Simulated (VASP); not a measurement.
# Bi (P6_3/mmc) in VASP: single point with LDA

Aim: the single point of Bi with LDA.

All numbers are computed with VASP 6.6.1; they aren't measurements. Logs are shortened: lines on timing, memory, paths and dates and some standing lists are left out, and cuts for length are marked.

### 1 The structure

The structure is hexagonal, space group P6_3/mmc (No. 194). Conventional cell: a = 4.539 Å, b = 4.539 Å, c = 11.829 Å, α = 90.00°, β = 90.00°, γ = 120.00°.

This isn't the form of Bi at room conditions, which is rhombohedral.

### 2 Single point, LDA

The input, INCAR:

```
PREC     = Accurate       # precision mode
ENCUT    = 520            # plane-wave cutoff, eV
EDIFF    = 1E-6           # SCF threshold, eV
ISMEAR   = 0              # smearing method
SIGMA    = 0.1            # smearing width, eV
LREAL    = F              # projectors in reciprocal space
LASPH    = T              # aspherical terms in the spheres
NELM     = 100            # most SCF steps
ALGO     = Fast           # electronic algorithm
ISIF     = 2              # what is computed and relaxed
LWAVE    = F              # write WAVECAR
LCHARG   = F              # write CHGCAR
NBANDS   = 22             # bands
```

The input, KPOINTS:

```
Automatic mesh
0
Gamma
  6 6 2
```

The input, POSCAR:

```
Bi
1.0
    4.5390002997      0.0000000000      0.0000000000
   -2.2695001499      3.9308895674      0.0000000000
    0.0000000000      0.0000000000     11.8290000000
Bi
2
Direct
    0.3333333333      0.6666666667      0.2500000000
    0.6666666667      0.3333333333      0.7500000000
```

Potentials or basis: VASP PAW LDA potentials, release 64 (Bi_d).

On the command line:

```console
$ cat potpaw_LDA.64/Bi_d/POTCAR > POTCAR
$ mpirun -np 1 vasp_std > vasp.out
```

OUTCAR:

```text
PREC = Accurate
   ENCUT = 520
   EDIFF = 1E-6
   ISMEAR = 0
   LREAL = F
   LASPH = T
   NELM = 100
   ISIF = 2

 ion  position               nearest neighbor table
   1  0.333  0.667  0.250-
   2  0.667  0.333  0.750-

  LATTYP: Found a hexagonal cell.
 ALAT       =     4.5390002997
 C/A-ratio  =     2.6060804624

  Lattice vectors:

 A1 = (   4.5390002997,   0.0000000000,   0.0000000000)
 A2 = (  -2.2695001499,   3.9308895674,   0.0000000000)
 A3 = (   0.0000000000,   0.0000000000,  11.8290000000)

Analysis of symmetry for initial positions (statically):
=====================================================================
 Subroutine PRICEL returns:
 Original cell was already a primitive cell.

 Routine SETGRP: Setting up the symmetry group for a
 hexagonal supercell.

 Subroutine GETGRP returns: Found 24 space group operations
 (whereof 12 operations were pure point group operations)
 out of a pool of 24 trial point group operations.

The static configuration has the point symmetry D_3d.
 The point group associated with its full space group is D_6h.

Analysis of symmetry for dynamics (positions and initial velocities):
=====================================================================
 Subroutine PRICEL returns:
 Original cell was already a primitive cell.

 Routine SETGRP: Setting up the symmetry group for a
 hexagonal supercell.

 Subroutine GETGRP returns: Found 24 space group operations
 (whereof 12 operations were pure point group operations)
 out of a pool of 24 trial point group operations.

The dynamic configuration has the point symmetry D_3d.
 The point group associated with its full space group is D_6h.

 Subroutine INISYM returns: Found 24 space group operations
 (whereof 12 operations are pure point group operations),
 and found     1 'primitive' translations

----------------------------------------------------------------------------------------

                                     Primitive cell

  volume of cell :     211.0567

  direct lattice vectors                    reciprocal lattice vectors
     4.539000300  0.000000000  0.000000000     0.220312830  0.127197672  0.000000000
    -2.269500150  3.930889567  0.000000000     0.000000000  0.254395343  0.000000000
     0.000000000  0.000000000 11.829000000     0.000000000  0.000000000  0.084538000

  length of vectors
     4.539000300  4.539000300 11.829000000     0.254395343  0.254395343  0.084538000

  position of ions in fractional coordinates (direct lattice)
     0.333333333  0.666666667  0.250000000
     0.666666667  0.333333333  0.750000000

  ion indices of the primitive-cell ions
   primitive index   ion index
                 1           1
                 2           2

----------------------------------------------------------------------------------------

 KPOINTS: Automatic mesh

Automatic generation of k-mesh.
 Grid dimensions read from file:
 generate k-points for:    6    6    2

 Generating k-lattice:

  Cartesian coordinates                     Fractional coordinates (reciprocal lattice)
     0.036718805  0.021199612  0.000000000     0.166666667 -0.000000000  0.000000000
     0.000000000  0.042399224  0.000000000     0.000000000  0.166666667  0.000000000
     0.000000000  0.000000000  0.042269000     0.000000000  0.000000000  0.500000000

  Length of vectors
     0.042399224  0.042399224  0.042269000

  Shift w.r.t. Gamma in fractional coordinates (k-lattice)
     0.000000000  0.000000000  0.000000000

 Subroutine IBZKPT returns following result:
 ===========================================

 Found     14 irreducible k-points:

 Following reciprocal coordinates:
            Coordinates               Weight
  0.000000  0.000000  0.000000      1.000000
  0.166667  0.000000  0.000000      6.000000
  0.333333 -0.000000  0.000000      6.000000
  0.500000 -0.000000  0.000000      3.000000
  0.166667  0.166667  0.000000      6.000000
  0.333333  0.166667  0.000000     12.000000
  0.333333  0.333333  0.000000      2.000000
  0.000000  0.000000  0.500000      1.000000
  0.166667  0.000000  0.500000      6.000000
  0.333333 -0.000000  0.500000      6.000000
  0.500000 -0.000000  0.500000      3.000000
  0.166667  0.166667  0.500000      6.000000
  0.333333  0.166667  0.500000     12.000000
  0.333333  0.333333  0.500000      2.000000
   k-points           NKPTS =     14   k-points in BZ     NKDIM =     14   number of bands    NBANDS=     22
   number of dos      NEDOS =    301   number of ions     NIONS =      2
   total plane-waves  NPLWV = 116640
   dimension x,y,z NGX =    36 NGY =   36 NGZ =   90
   dimension x,y,z NGXF=    72 NGYF=   72 NGZF=  180
   ions per type =               2
   NGX,Y,Z   is equivalent  to a cutoff of  13.19, 13.19, 12.65 a.u.
   NGXF,Y,Z  is equivalent  to a cutoff of  26.37, 26.37, 25.30 a.u.
 SYSTEM =  unknown system
   PREC   = accura    normal or accurate (medium, high low for compatibility)
   ISTART =      0    job   : 0-new  1-cont  2-samecut
   ICHARG =      2    charge: 1-file 2-atom 10-const
   ISPIN  =      1    spin polarized calculation?
   LNONCOLLINEAR =      F non collinear calculations
   LSORBIT =      F    spin-orbit coupling
   LASPH  =      T    aspherical Exc in radial PAW
   ENCUT  =  520.0 eV  38.22 Ry    6.18 a.u.   8.44  8.44 21.99*2*pi/ulx,y,z
   NELM   =    100;   NELMIN=  2; NELMDL= -5     # of ELM steps
   EDIFF  = 0.1E-05   stopping-criterion for ELM
   LREAL  =      F    real-space projection
   EDIFFG = 0.1E-04   stopping-criterion for IOM
   NSW    =      0    number of steps for IOM
   IBRION =     -1    ionic relax: 0-MD 1-quasi-New 2-CG
   NFREE  =      0    steps in history (QN), initial steepest desc. (CG)
   ISIF   =      2    stress and relaxation
   ISYM   =      2    0-nonsym 1-usesym 2-fastsym
   POTIM  = 0.5000    time-step for ionic-motion
   TEBEG  =    0.0;   TEEND  =   0.0 temperature during run
   PSTRESS=    0.0 pullay stress
   NELECT =      30.0000    total number of electrons
   NUPDOWN=      -1.0000    fix difference up-down
   EMIN   =  10.00;   EMAX   =-10.00  energy-range for DOS
   EFERMI =   0.00;   METHOD = LEGACY
   ISMEAR =     0;   SIGMA  =   0.10  broadening in eV -4-tet -1-fermi 0-gaus
   EFERMI_NEDOS =   21; number of points for ismear=-14 and -15
   IALGO  =     68    algorithm
   IMIX   =      4    mixing-type and parameters
     AMIX     =   0.40;   BMIX     =  1.00
     AMIX_MAG =   1.60;   BMIX_MAG =  1.00
  volume/ion in A,a.u.               =     105.53       712.14
  Fermi-wavevector in a.u.,A,eV,Ry     =   0.854376  1.614536  9.931679  0.729958
  Thomas-Fermi vector in A             =   1.970962
   LORBIT       =      0    0 simple, 1 ext, 2 COOP (PROOUT), +10 PAW based schemes
   GGA     = CA    functional components
   LHFCALC =     F    Hartree Fock is set to
   AEXX    =    0.0000 exact exchange contribution
   IVDW    =     0    specifies the selected vdW correction
   LEPSILON=     F    determine dielectric tensor
   LRPA    =     F    only Hartree local field effects (RPA)
 non-spin polarized calculation
 RMM-DIIS sequential band-by-band and
 Gauss-broadening in eV      SIGMA  =   0.10
  energy-cutoff  :      520.00
  volume of cell :      211.06
 maximum number of plane-waves:      5785
 NGX is ok and might be reduce to    36
   NGX = 17   NGY = 17   NGZ = 43

 number of electron      29.9999990 magnetization

 Free energy of the ion-electron system (eV)
  ---------------------------------------------------
  ext. energy  EPLUGINS =         0.00000000
  ---------------------------------------------------
  free energy    TOTEN  =        -3.50498892 eV

  energy without entropy =       -3.44368955  energy(sigma->0) =       -3.47433924

 E-fermi :  -1.2446     XC(G=0):  -5.6364

 val. band max:       -1.2487348458   @ k =   0.3333   0.1667   0.0000
 cond. band min:      -1.2226263460   @ k =   0.5000  -0.0000   0.0000
 fundamental gap:      0.0261084998
 Fermi energy:        -1.2445833575

 k-point     1 :       0.0000    0.0000    0.0000
  band No.  band energies     occupation
      1     -24.1514      2.00000
      2     -24.1514      2.00000
      3     -24.1514      2.00000
      4     -24.1514      2.00000
      5     -24.0972      2.00000
      6     -24.0972      2.00000
[... 14 lines left out ...]
     21       4.3516      0.00000
     22       4.5073      0.00000

 k-point     2 :       0.1667    0.0000    0.0000
  band No.  band energies     occupation
      1     -24.1513      2.00000
      2     -24.1513      2.00000
      3     -24.1495      2.00000
      4     -24.1495      2.00000
      5     -24.0978      2.00000
      6     -24.0978      2.00000
[... 14 lines left out ...]
     21       4.3961      0.00000
     22       5.0401      0.00000

 k-point     3 :       0.3333   -0.0000    0.0000
  band No.  band energies     occupation
      1     -24.1513      2.00000
      2     -24.1513      2.00000
      3     -24.1459      2.00000
      4     -24.1459      2.00000
      5     -24.0990      2.00000
      6     -24.0990      2.00000
[... 14 lines left out ...]
     21       4.1580      0.00000
     22       4.6686      0.00000

 k-point     4 :       0.5000   -0.0000    0.0000
  band No.  band energies     occupation
      1     -24.1513      2.00000
      2     -24.1513      2.00000
      3     -24.1441      2.00000
      4     -24.1441      2.00000
      5     -24.0996      2.00000
      6     -24.0996      2.00000
[... 14 lines left out ...]
     21       3.8292      0.00000
     22       4.1833      0.00000

 k-point     5 :       0.1667    0.1667    0.0000
  band No.  band energies     occupation
      1     -24.1508      2.00000
      2     -24.1508      2.00000
      3     -24.1473      2.00000
      4     -24.1473      2.00000
      5     -24.0986      2.00000
      6     -24.0986      2.00000
[... 14 lines left out ...]
     21       5.2372      0.00000
     22       5.5181      0.00000

 k-point     6 :       0.3333    0.1667    0.0000
  band No.  band energies     occupation
      1     -24.1500      2.00000
      2     -24.1500      2.00000
      3     -24.1453      2.00000
      4     -24.1453      2.00000
      5     -24.0993      2.00000
      6     -24.0993      2.00000
[... 14 lines left out ...]
     21       4.4324      0.00000
     22       4.9570      0.00000

 k-point     7 :       0.3333    0.3333    0.0000
  band No.  band energies     occupation
      1     -24.1472      2.00000
      2     -24.1472      2.00000
      3     -24.1472      2.00000
      4     -24.1472      2.00000
      5     -24.0989      2.00000
      6     -24.0989      2.00000
[... 14 lines left out ...]
     21       4.5284      0.00000
     22       5.1748      0.00000

 k-point     8 :       0.0000    0.0000    0.5000
  band No.  band energies     occupation
      1     -24.1514      2.00000
      2     -24.1514      2.00000
      3     -24.1514      2.00000
      4     -24.1514      2.00000
      5     -24.0972      2.00000
      6     -24.0972      2.00000
[... 14 lines left out ...]
     21       4.3536      0.00000
     22       4.3536      0.00000

 k-point     9 :       0.1667    0.0000    0.5000
  band No.  band energies     occupation
      1     -24.1513      2.00000
      2     -24.1513      2.00000
      3     -24.1495      2.00000
      4     -24.1495      2.00000
      5     -24.0978      2.00000
      6     -24.0978      2.00000
[... 14 lines left out ...]
     21       4.8876      0.00000
     22       4.8876      0.00000

 k-point    10 :       0.3333   -0.0000    0.5000
  band No.  band energies     occupation
      1     -24.1513      2.00000
      2     -24.1513      2.00000
      3     -24.1459      2.00000
      4     -24.1459      2.00000
      5     -24.0990      2.00000
      6     -24.0990      2.00000
[... 14 lines left out ...]
     21       4.4254      0.00000
     22       4.4254      0.00000

 k-point    11 :       0.5000   -0.0000    0.5000
  band No.  band energies     occupation
      1     -24.1513      2.00000
      2     -24.1513      2.00000
      3     -24.1440      2.00000
      4     -24.1440      2.00000
      5     -24.0996      2.00000
      6     -24.0996      2.00000
[... 14 lines left out ...]
     21       4.0961      0.00000
     22       4.0961      0.00000

 k-point    12 :       0.1667    0.1667    0.5000
  band No.  band energies     occupation
      1     -24.1508      2.00000
      2     -24.1508      2.00000
      3     -24.1473      2.00000
      4     -24.1473      2.00000
      5     -24.0986      2.00000
      6     -24.0986      2.00000
[... 14 lines left out ...]
     21       5.3799      0.00000
     22       5.3848      0.00000

 k-point    13 :       0.3333    0.1667    0.5000
  band No.  band energies     occupation
      1     -24.1500      2.00000
      2     -24.1500      2.00000
      3     -24.1453      2.00000
      4     -24.1453      2.00000
      5     -24.0993      2.00000
      6     -24.0993      2.00000
[... 14 lines left out ...]
     21       5.0648      0.00000
     22       5.0827      0.00000

 k-point    14 :       0.3333    0.3333    0.5000
  band No.  band energies     occupation
      1     -24.1472      2.00000
      2     -24.1472      2.00000
      3     -24.1472      2.00000
      4     -24.1472      2.00000
      5     -24.0989      2.00000
      6     -24.0989      2.00000
[... 14 lines left out ...]
     21       4.3735      0.00000
     22       4.3735      0.00000

------------------------ aborting loop because EDIFF is reached ----------------------------------------

  FORCE on cell =-STRESS in cart. coord.  units (eV):
  Direction    XX          YY          ZZ          XY          YZ          ZX
  --------------------------------------------------------------------------------------
  -------------------------------------------------------------------------------------
  Total       -6.8712556     -6.8712556     -0.6249505      0.0000000      0.0000000      0.0000000
  in kB      -52.1612034    -52.1612034     -4.7441358      0.0000000      0.0000000      0.0000000
  external PRESSURE =     -36.3555142 kB  Pullay stress =       0.0000000 kB

 VOLUME and BASIS-vectors are now :
 -----------------------------------------------------------------------------
  energy-cutoff  :      520.00
  volume of cell :      211.06
      direct lattice vectors                 reciprocal lattice vectors
     4.539000300  0.000000000  0.000000000     0.220312830  0.127197672  0.000000000
    -2.269500150  3.930889567  0.000000000     0.000000000  0.254395343  0.000000000
     0.000000000  0.000000000 11.829000000     0.000000000  0.000000000  0.084538000

 POSITION                                       TOTAL-FORCE (eV/Angst)
 -----------------------------------------------------------------------------------
     -0.00000      2.62059      2.95725        -0.000000      0.000000      0.000000
      2.26950      1.31030      8.87175         0.000000     -0.000000      0.000000
 -----------------------------------------------------------------------------------
    total drift:                                0.000000     -0.000000      0.000000

  FREE ENERGIE OF THE ION-ELECTRON SYSTEM (eV)
  ---------------------------------------------------
  free  energy   TOTEN  =        -3.5049889182 eV

  energy  without entropy=       -3.4436895543  energy(sigma->0) =       -3.47433924
```

Wall time 23 s (1 thread of Intel Xeon 6975P-C (Granite Rapids), shared host); peak memory 0.26 GiB.

Results:

* Free energy: -3.5050 eV
* Pressure: -3.6 GPa
* Band gap on the k mesh: none (metal or under the smearing width)

Caveat: spin-orbit coupling is left out, which moves the levels of the heavy elements.
